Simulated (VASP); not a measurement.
# Pt (P6_3/mmc) in VASP: further runs, part 2 of 2

VASP 6.6.1. The steps go on from the part before.

## 3. Relaxation of cell and atoms, PBE+D3(BJ)

INCAR

```
PREC = Accurate
ENCUT = 600
EDIFF = 1E-6
ISMEAR = 0
SIGMA = 0.1
LREAL = False
LASPH = True
NELM = 100
ALGO = Fast
ISIF = 3
LWAVE = False
LCHARG = False
GGA = PE
IVDW = 12
IBRION = 2
NSW = 100
EDIFFG = -0.005
```

KPOINTS

```
Automatic mesh
0
Gamma
  18 18 10
```

POSCAR

```
Pt
1.0
    2.7298879114      0.0000000000      0.0000000000
   -1.3649439557      2.3641522807      0.0000000000
    0.0000000000      0.0000000000      4.7284955508
Pt
2
Direct
    0.6666666667      0.3333333333      0.7500000000
    0.3333333333      0.6666666667      0.2500000000
```

Potentials or basis: VASP PAW PBE potentials, release 64 (Pt).

Command:

```console
cat potpaw_PBE.64/Pt/POTCAR > POTCAR
mpirun -np 1 vasp_std > vasp.out
```

OUTCAR:

```text
PREC = Accurate
   ENCUT = 600
   EDIFF = 1E-6
   ISMEAR = 0
   LREAL = False
   LASPH = True
   NELM = 100
   ISIF = 3
   GGA = PE
   IVDW = 12
   IBRION = 2
   NSW = 100
   EDIFFG = -0.005
 IVDW          = 12

 ion  position               nearest neighbor table
   1  0.667  0.333  0.750-   2 2.84   2 2.84   2 2.84   2 2.84   2 2.84   2 2.84
   2  0.333  0.667  0.250-   1 2.84   1 2.84   1 2.84   1 2.84   1 2.84   1 2.84

  LATTYP: Found a hexagonal cell.
 ALAT       =     2.7298879114
 C/A-ratio  =     1.7321207699

  Lattice vectors:

 A1 = (   2.7298879114,   0.0000000000,   0.0000000000)
 A2 = (  -1.3649439557,   2.3641522807,   0.0000000000)
 A3 = (   0.0000000000,   0.0000000000,   4.7284955508)

Analysis of symmetry for initial positions (statically):
=====================================================================
 Subroutine PRICEL returns:
 Original cell was already a primitive cell.

 Routine SETGRP: Setting up the symmetry group for a
 hexagonal supercell.

 Subroutine GETGRP returns: Found 24 space group operations
 (whereof 12 operations were pure point group operations)
 out of a pool of 24 trial point group operations.

The static configuration has the point symmetry D_3d.
 The point group associated with its full space group is D_6h.

Analysis of symmetry for dynamics (positions and initial velocities):
=====================================================================
 Subroutine PRICEL returns:
 Original cell was already a primitive cell.

 Routine SETGRP: Setting up the symmetry group for a
 hexagonal supercell.

 Subroutine GETGRP returns: Found 24 space group operations
 (whereof 12 operations were pure point group operations)
 out of a pool of 24 trial point group operations.

The dynamic configuration has the point symmetry D_3d.
 The point group associated with its full space group is D_6h.

 Subroutine INISYM returns: Found 24 space group operations
 (whereof 12 operations are pure point group operations),
 and found     1 'primitive' translations

----------------------------------------------------------------------------------------

                                     Primitive cell

  volume of cell :      30.5171

  direct lattice vectors                    reciprocal lattice vectors
     2.729887911  0.000000000  0.000000000     0.366315407  0.211492299  0.000000000
    -1.364943956  2.364152281  0.000000000     0.000000000  0.422984597  0.000000000
     0.000000000  0.000000000  4.728495551     0.000000000  0.000000000  0.211483756

  length of vectors
     2.729887911  2.729887911  4.728495551     0.422984597  0.422984597  0.211483756

  position of ions in fractional coordinates (direct lattice)
     0.666666667  0.333333333  0.750000000
     0.333333333  0.666666667  0.250000000

  ion indices of the primitive-cell ions
   primitive index   ion index
                 1           1
                 2           2

----------------------------------------------------------------------------------------

 KPOINTS: Automatic mesh

Automatic generation of k-mesh.
 Grid dimensions read from file:
 generate k-points for:   18   18   10

 Generating k-lattice:

  Cartesian coordinates                     Fractional coordinates (reciprocal lattice)
     0.020350856  0.011749572  0.000000000     0.055555556  0.000000000  0.000000000
     0.000000000  0.023499144  0.000000000     0.000000000  0.055555556  0.000000000
     0.000000000  0.000000000  0.021148376     0.000000000  0.000000000  0.100000000

  Length of vectors
     0.023499144  0.023499144  0.021148376

  Shift w.r.t. Gamma in fractional coordinates (k-lattice)
     0.000000000  0.000000000  0.000000000

 Subroutine IBZKPT returns following result:
 ===========================================

 Found    222 irreducible k-points:

 Following reciprocal coordinates:
            Coordinates               Weight
  0.000000  0.000000  0.000000      1.000000
  0.055556  0.000000  0.000000      6.000000
  0.111111  0.000000  0.000000      6.000000
  0.166667  0.000000  0.000000      6.000000
  0.222222  0.000000  0.000000      6.000000
  0.277778  0.000000  0.000000      6.000000
[... 16 lines left out ...]
  0.333333  0.111111  0.000000     12.000000
  0.388889  0.111111  0.000000     12.000000
 [... further k-points ...]
   k-points           NKPTS =    222   k-points in BZ     NKDIM =    222   number of bands    NBANDS=     14
   number of dos      NEDOS =    301   number of ions     NIONS =      2
   total plane-waves  NPLWV =  23040
   dimension x,y,z NGX =    24 NGY =   24 NGZ =   40
   dimension x,y,z NGXF=    48 NGYF=   48 NGZF=   80
   ions per type =               2
   NGX,Y,Z   is equivalent  to a cutoff of  14.62, 14.62, 14.06 a.u.
   NGXF,Y,Z  is equivalent  to a cutoff of  29.23, 29.23, 28.13 a.u.
 SYSTEM =  unknown system
   PREC   = accura    normal or accurate (medium, high low for compatibility)
   ISTART =      0    job   : 0-new  1-cont  2-samecut
   ICHARG =      2    charge: 1-file 2-atom 10-const
   ISPIN  =      1    spin polarized calculation?
   LNONCOLLINEAR =      F non collinear calculations
   LSORBIT =      F    spin-orbit coupling
   LASPH  =      T    aspherical Exc in radial PAW
   ENCUT  =  600.0 eV  44.10 Ry    6.64 a.u.   5.45  5.45  9.44*2*pi/ulx,y,z
   NELM   =    100;   NELMIN=  2; NELMDL= -5     # of ELM steps
   EDIFF  = 0.1E-05   stopping-criterion for ELM
   LREAL  =      F    real-space projection
   EDIFFG = -.5E-02   stopping-criterion for IOM
   NSW    =    100    number of steps for IOM
   IBRION =      2    ionic relax: 0-MD 1-quasi-New 2-CG
   NFREE  =      1    steps in history (QN), initial steepest desc. (CG)
   ISIF   =      3    stress and relaxation
   ISYM   =      2    0-nonsym 1-usesym 2-fastsym
   POTIM  = 0.5000    time-step for ionic-motion
   TEBEG  =    0.0;   TEEND  =   0.0 temperature during run
   PSTRESS=    0.0 pullay stress
   NELECT =      20.0000    total number of electrons
   NUPDOWN=      -1.0000    fix difference up-down
   EMIN   =  10.00;   EMAX   =-10.00  energy-range for DOS
   EFERMI =   0.00;   METHOD = LEGACY
   ISMEAR =     0;   SIGMA  =   0.10  broadening in eV -4-tet -1-fermi 0-gaus
   EFERMI_NEDOS =   21; number of points for ismear=-14 and -15
   IALGO  =     68    algorithm
   IMIX   =      4    mixing-type and parameters
     AMIX     =   0.40;   BMIX     =  1.00
     AMIX_MAG =   1.60;   BMIX_MAG =  1.00
  volume/ion in A,a.u.               =      15.26       102.97
  Fermi-wavevector in a.u.,A,eV,Ry     =   1.422014  2.687216 27.512649  2.022123
  Thomas-Fermi vector in A             =   2.542762
   LORBIT       =      0    0 simple, 1 ext, 2 COOP (PROOUT), +10 PAW based schemes
   GGA     = PE    functional components
   LHFCALC =     F    Hartree Fock is set to
   AEXX    =    0.0000 exact exchange contribution
   IVDW    =    12    specifies the selected vdW correction
   LEPSILON=     F    determine dielectric tensor
   LRPA    =     F    only Hartree local field effects (RPA)
 conjugate gradient relaxation of ions
 non-spin polarized calculation
 RMM-DIIS sequential band-by-band and
 Gauss-broadening in eV      SIGMA  =   0.10
  energy-cutoff  :      600.00
  volume of cell :       30.52
 maximum number of plane-waves:      1051
 NGX is ok and might be reduce to    24
   NGX = 11   NGY = 11   NGZ = 19

--------------------------------------- Ionic step        1  -------------------------------------------

 number of electron      20.0000000 magnetization

 Free energy of the ion-electron system (eV)
  ---------------------------------------------------
  ext. energy  EPLUGINS =         0.00000000
  ---------------------------------------------------
  free energy    TOTEN  =       -12.06696771 eV

  energy without entropy =      -12.04849395  energy(sigma->0) =      -12.05773083

------------------------ aborting loop because EDIFF is reached ----------------------------------------

 Edisp (eV)   -1.53975

 E8    (eV) :    -0.7060
[... 151 lines left out ...]
--------------------------------------- Ionic step        5  -------------------------------------------

 number of electron      20.0000000 magnetization

 Free energy of the ion-electron system (eV)
  ---------------------------------------------------
  ext. energy  EPLUGINS =         0.00000000
  ---------------------------------------------------
  free energy    TOTEN  =       -12.06479531 eV

  energy without entropy =      -12.04594006  energy(sigma->0) =      -12.05536768

 E-fermi :  11.0434     XC(G=0): -13.4258

 val. band max:       11.0422754147   @ k =   0.2222   0.1667   0.4000
 cond. band min:      11.0455616099   @ k =   0.3889   0.1667   0.1000
 fundamental gap:      0.0032861952
 Fermi energy:        11.0433811259

 k-point     1 :       0.0000    0.0000    0.0000
  band No.  band energies     occupation
      1       0.9653      2.00000
      2       3.6641      2.00000
      3       6.9335      2.00000
      4       7.4287      2.00000
      5       7.4287      2.00000
      6       7.8283      2.00000
      7       7.8283      2.00000
      8       9.0917      2.00000
      9       9.0917      2.00000
     10      10.2241      2.00000
     11      10.8075      1.99915
     12      10.8075      1.99915
     13      16.0579      0.00000
     14      26.0694      0.00000
[... 377 lines left out ...]
      1       4.6531      2.00000
      2       4.7463      2.00000
      3       5.1804      2.00000
      4       7.4136      2.00000
      5       7.6089      2.00000
      6       7.6820      2.00000
      7       8.0239      2.00000
      8      10.6229      2.00000
      9      10.8622      1.98958
     10      11.1383      0.17960
     11      13.1124      0.00000
     12      16.3367      0.00000
     13      18.1663      0.00000
     14      20.3466      0.00000

 [... further k-points ...]

------------------------ aborting loop because EDIFF is reached ----------------------------------------

 Edisp (eV)   -1.54231

 E8    (eV) :    -0.7072
[... 25 lines left out ...]
  FREE ENERGIE OF THE ION-ELECTRON SYSTEM (eV)
  ---------------------------------------------------
  free  energy   TOTEN  =       -13.6071078814 eV

  energy  without entropy=      -13.5882526312  energy(sigma->0) =      -13.59768026

 reached required accuracy - stopping structural energy minimisation
```

OSZICAR:

```text
N       E                     dE             d eps       ncg     rms          rms(c)
DAV:   1     0.115196925658E+03    0.11520E+03   -0.11655E+04  6216   0.155E+03
[... 34 lines left out ...]
   4 F= -.13607012E+02 E0= -.13597485E+02  d E =-.557301E-05
       N       E                     dE             d eps       ncg     rms          rms(c)
DAV:   1    -0.120652948593E+02    0.11941E-02   -0.22637E-02  6510   0.130E+00    0.137E-01
RMM:   2    -0.120648627963E+02    0.43206E-03   -0.46089E-04  6216   0.189E-01    0.547E-02
RMM:   3    -0.120647966792E+02    0.66117E-04   -0.11877E-04  6216   0.875E-02    0.243E-02
RMM:   4    -0.120647951595E+02    0.15196E-05   -0.12040E-05  6217   0.318E-02    0.438E-03
RMM:   5    -0.120647953060E+02   -0.14647E-06   -0.20443E-06  3968   0.118E-02
   5 F= -.13607108E+02 E0= -.13597680E+02  d E =-.101861E-03
```

It took 1.9 min on 1 thread of Intel Xeon 6975P-C (Granite Rapids), shared host; peak memory 0.25 GiB.

Results:

| Property | Result |
| --- | --- |
| Free energy | -13.6071 eV |
| Relaxed volume | 15.23 Å³/atom |
| Relaxed cell | a = 2.733 Å, b = 2.733 Å, c = 4.710 Å, α = 90.00°, β = 90.00°, γ = 120.00° |
| Space group after relaxing (to 0.05 Å) | P6_3/mmc (No. 194) |
| Energy gained by relaxing | 0.2 meV/atom |
| Ionic steps | 5 |
| Pressure after relaxing | 0.0 GPa |
| Band gap on the k mesh | none (metal or under the smearing width) |
| Dispersion energy per atom | -0.771 eV |

The path:
```tsv
step	energy change (eV)	largest force (eV/Å)	pressure (GPa)	volume (Å³)
1	0.0000	0.0000	-0.34	30.52
2	-0.0001	0.0000	0.85	30.37
3	-0.0003	0.0000	0.32	30.43
4	-0.0003	0.0000	-0.39	30.50
5	-0.0004	0.0000	0.02	30.47
```

Final structure:
```
Pt
1.0
     2.73290    0.00000    0.00000
    -1.36645    2.36676    0.00000
     0.00000    0.00000    4.71043
Pt
2
Direct
  0.66667 0.33333 0.75000
  0.33333 0.66667 0.25000
```

Levels at points of the mesh, in eV from the Fermi level:
```tsv
k point	band 8	band 9	band 10	band 11	band 12	band 13
(0.00, 0.00, 0.00)	-1.95	-1.95	-0.82	-0.24	-0.24	5.01
(0.50, 0.00, 0.00)	0.03	0.28	0.51	2.33	3.85	7.47
(0.00, 0.00, 0.50)	-3.61	-0.85	-0.85	-0.85	-0.85	12.32
(0.50, 0.00, 0.50)	-0.93	0.41	0.41	1.70	1.70	6.71
```

Caveat: pairwise dispersion overbinds metals, which lowers pressure and volume. The run has no spin-orbit coupling, so splittings on Pt are missing.

## 4. Single point, PBE+D3(BJ)

This run uses another cell than the first one, of 15.81 Å³/atom, 1.036 times its volume.

INCAR

```
SYSTEM = Pt
PREC = Accurate
ENCUT = 520
EDIFF = 1E-6
ISMEAR = 0
SIGMA = 0.1
LREAL = .FALSE.
LASPH = .TRUE.
NELM = 100
ALGO = Normal
ISIF = 2
LWAVE = .FALSE.
LCHARG = .FALSE.
GGA = PE
IVDW = 12
NBANDS = 17
```

KPOINTS

```
Automatic mesh
0
G
  9 9 4
  0 0 0
```

POSCAR

```
Pt
1.0
    2.7606656158      0.0000000000      0.0000000000
   -1.3803328079      2.3908065546      0.0000000000
    0.0000000000      0.0000000000      4.7921340000
Pt
2
Direct
    0.6666666700      0.3333333300      0.7500000000
    0.3333333300      0.6666666700      0.2500000000
```

Command:

```console
cat potpaw_PBE.64/Pt/POTCAR > POTCAR
mpirun -np 1 vasp_std > vasp.out
```

Run time: 12 s. Hardware: 1 thread of Intel Xeon 6975P-C (Granite Rapids), shared host; peak memory 0.17 GiB.

Results (log left out):

```
Free energy                : -13.5680 eV
Pressure                   : -9.1 GPa
Band gap on the k mesh     : none (metal or under the smearing width)
Dispersion energy per atom : -0.742 eV
```

Stress tensor (GPa, compression positive):
```
-9.32  0.00  0.00
 0.00 -9.32  0.00
 0.00  0.00 -8.78
```

Levels at points of the mesh, in eV from the Fermi level:
```
           k point  band 7  band 8  band 9  band 10  band 11  band 12  band 13  band 14
(0.00, 0.00, 0.00)   -3.04   -1.78   -1.78    -0.69    -0.21    -0.21     4.68    15.14
(0.00, 0.00, 0.50)   -3.39   -3.39   -0.78    -0.78    -0.78    -0.78    11.91    11.91
```

Caveat: pairwise dispersion overbinds metals, which lowers pressure and volume. The run has no spin-orbit coupling, so splittings on Pt are missing.

## 5. Single point, PBE+D3(BJ)

INCAR

```
SYSTEM = Pt
PREC = Accurate ; ENCUT = 520
EDIFF = 1E-6 ; ISMEAR = 0
SIGMA = 0.1 ; LREAL = .FALSE.
LASPH = .TRUE. ; NELM = 100
ALGO = Normal ; ISIF = 2
LWAVE = .FALSE. ; LCHARG = .TRUE.
GGA = PE ; IVDW = 12
LELF = .TRUE. ; LVHAR = .TRUE.
NBANDS = 17
```

KPOINTS

```
regular mesh
0
G
  9 9 4
  0 0 0
```

POSCAR

```
Pt
1.0
    2.7298879114      0.0000000000      0.0000000000
   -1.3649439557      2.3641522807      0.0000000000
    0.0000000000      0.0000000000      4.7284955508
Pt
2
Direct
    0.6666666667      0.3333333333      0.7500000000
    0.3333333333      0.6666666667      0.2500000000
```

Command:

```console
cat potpaw_PBE.64/Pt/POTCAR > POTCAR
mpirun -np 1 vasp_std > vasp.out
```

Run time: 10 s. Hardware: 1 thread of Intel Xeon 6975P-C (Granite Rapids), shared host; peak memory 0.15 GiB.

The run converged. Its results:

| Property | Result |
| --- | --- |
| Free energy | -13.6011 eV |
| Pressure | -0.4 GPa |
| Band gap on the k mesh | none (metal or under the smearing width) |
| Dispersion energy per atom | -0.770 eV |

Levels at points of the mesh, in eV from the Fermi level:
```tsv
k point	band 8	band 9	band 10	band 11	band 12	band 13
(0.00, 0.00, 0.00)	-1.91	-1.91	-0.84	-0.23	-0.23	4.94
(0.00, 0.00, 0.50)	-3.59	-0.83	-0.83	-0.83	-0.83	12.21
```

Caveat: pairwise dispersion overbinds metals, which lowers pressure and volume. Spin-orbit coupling is left out, which matters for the levels of Pt.

## 6. Relaxation of cell and atoms, PBE+D3(BJ)

This run uses another cell than the first one, of 15.81 Å³/atom, 1.036 times its volume.

INCAR

```
SYSTEM = Pt
PREC = Accurate
ENCUT = 600
EDIFF = 1E-6
ISMEAR = 0
SIGMA = 0.1
LREAL = .FALSE.
LASPH = .TRUE.
NELM = 100
ALGO = Normal
ISIF = 3
LWAVE = .FALSE.
LCHARG = .FALSE.
GGA = PE
IVDW = 12
IBRION = 2
NSW = 100
EDIFFG = -0.05
```

KPOINTS

```
Automatic mesh
0
G
  9 9 4
  0 0 0
```

POSCAR

```
Pt
1.0
    2.7606656158      0.0000000000      0.0000000000
   -1.3803328079      2.3908065546      0.0000000000
    0.0000000000      0.0000000000      4.7921340000
Pt
2
Direct
    0.6666666700      0.3333333300      0.7500000000
    0.3333333300      0.6666666700      0.2500000000
```

Potentials or basis: VASP PAW PBE potentials, release 64 (Pt).

Command:

```console
cat potpaw_PBE.64/Pt/POTCAR > POTCAR
mpirun -np 1 vasp_std > vasp.out
```

Run time: 29 s. Hardware: 1 thread of Intel Xeon 6975P-C (Granite Rapids), shared host; peak memory 0.18 GiB.

The run converged. Its results:

```
Free energy                            : -13.6015 eV
Relaxed volume                         : 15.24 Å³/atom
Relaxed cell                           : a = 2.726 Å, b = 2.726 Å, c = 4.736 Å, α = 90.00°, β = 90.00°, γ = 120.00°
Space group after relaxing (to 0.05 Å) : P6_3/mmc (No. 194)
Energy gained by relaxing              : 16.6 meV/atom
Ionic steps                            : 5
Pressure after relaxing                : 0.2 GPa
Band gap on the k mesh                 : none (metal or under the smearing width)
Dispersion energy per atom             : -0.771 eV
```

Stress tensor (GPa, compression positive):
```
 0.46  0.00  0.00
 0.00  0.46  0.00
 0.00  0.00 -0.43
```

The path:
| step | energy change (eV) | largest force (eV/Å) | pressure (GPa) | volume (Å³) |
| --- | --- | --- | --- | --- |
| 1 | 0.0000 | 0.0000 | -9.05 | 31.63 |
| 2 | 0.2325 | 0.0000 | 33.82 | 27.71 |
| 3 | -0.0332 | 0.0000 | -0.38 | 30.53 |
| 4 | -0.0333 | 0.0000 | -0.04 | 30.50 |
| 5 | -0.0332 | 0.0000 | 0.16 | 30.48 |

Final structure:
```
Pt
1.0
     2.72608    0.00000    0.00000
    -1.36304    2.36085    0.00000
     0.00000    0.00000    4.73556
Pt
2
Direct
  0.66667 0.33333 0.75000
  0.33333 0.66667 0.25000
```

Levels at points of the mesh, in eV from the Fermi level:
| k point | band 8 | band 9 | band 10 | band 11 | band 12 | band 13 |
| --- | --- | --- | --- | --- | --- | --- |
| (0.00, 0.00, 0.00) | -1.89 | -1.89 | -0.86 | -0.22 | -0.22 | 4.92 |
| (0.00, 0.00, 0.50) | -3.60 | -0.83 | -0.83 | -0.83 | -0.83 | 12.16 |

Caveat: pairwise dispersion overbinds metals, which lowers pressure and volume; the relaxation stopped at a loose force limit of 0.05 eV/Å, so its end isn't a converged minimum. The run has no spin-orbit coupling, so splittings on Pt are missing.

## 7. Summary

| task | cell | k mesh | cutoff (eV) | gap on the mesh (eV) | pressure (GPa) | relaxed volume (Å³/atom) |
| --- | --- | --- | --- | --- | --- | --- |
| single point | P6_3/mmc, 15.26 Å³/atom | 18 × 18 × 10 | 520 | none | -0.5 | - |
| relaxation of cell and atoms | relaxed | 18 × 18 × 10 | 600 | none | 0.0 | 15.23 |
| single point | P6_3/mmc, 15.81 Å³/atom | 9 × 9 × 4 | 520 | none | -9.1 | - |
| single point | P6_3/mmc, 15.26 Å³/atom | 9 × 9 × 4 | 520 | none | -0.4 | - |
| relaxation of cell and atoms | relaxed | 9 × 9 × 4 | 600 | none | 0.2 | 15.24 |

Alike in all rows: level PBE+D3(BJ); potentials or basis VASP PAW PBE potentials, release 64 (Pt); no spin polarisation; smearing gaussian 0.1 eV.

Every run on the cell as given and a fine mesh finds a metal.

Caveats: pairwise dispersion overbinds metals, which lowers pressure and volume; the relaxation stopped at a loose force limit of 0.05 eV/Å, so its end isn't a converged minimum (some runs).

Total energies depend on the potentials used, so only differences within one code and one set of settings carry meaning.
